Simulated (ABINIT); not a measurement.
Runs of ABINIT 10.8.3 (patched build) on GaAs. Symmetry: F-43m, No. 216, cubic system. The conventional cell has a = 5.654 Å, b = 5.654 Å, c = 5.654 Å, α = 90.00°, β = 90.00°, γ = 90.00°. As (site symmetry -43m) has 4 Ga at 2.45 Å as nearest neighbours. Ga (site symmetry -43m) is surrounded by 4 As at 2.45 Å. 

```tsv
task	level	potentials or basis	spin	k mesh	cutoff (eV)	fine-grid cutoff	mesh quality	gap on the mesh (eV)	pressure (GPa)
single point	LDA	JTH PAW LDA v2.0	off	5 × 5 × 5	463	925.187 eV	not flagged	0.27	-2.0
single point	PBEsol	JTH PAW PBE v2.0	off	3 × 3 × 3	463	925.187 eV	coarse	0.40	(c)
single point	PBEsol	JTH PAW PBE v2.0	off	10 × 10 × 10	463	925.187 eV	not flagged	0.44	0.2
single point	LDA	JTH PAW LDA v2.0	off	10 × 10 × 10	463	925.187 eV	not flagged	0.28	-2.0
band structure	revPBE	JTH PAW PBE v2.0	off	8 × 8 × 8	463	925.187 eV	not flagged	0.60	4.6
band structure	PW91	JTH PAW PBE v2.0	off	8 × 8 × 8	463	925.187 eV	not flagged	0.45	3.0
band structure	PBEsol	JTH PAW PBE v2.0 sp	SOC, no magnetisation	8 × 8 × 8	463	925.187 eV	not flagged	(a)	(b)
single point	r2SCAN	JTH PAW PBE v2.0	off	5 × 5 × 5	544	1088.46 eV	not flagged	1.00	0.5
```

Alike in all rows: cell as given; smearing fermi-dirac 0.05 eV.

Problem. Fill in the values left out.

Solution. (a) 0.35; (b) 0.3; (c) 1.4.

Caveats: some runs use coarse meshes; the PAW data sets were made with another functional, which shifts forces and pressure a little (some runs); this set keeps more shells in the core, which shifts pressures and gaps (some runs); an odd mesh through Γ misses points on the zone boundary, where band edges often lie (some runs).

A k mesh can miss the band edges, and rows without SOC leave out spin-orbit coupling on As, Ga.

The runs don't all hold the same shells in valence.

Runs at the PBE level aren't shown here.
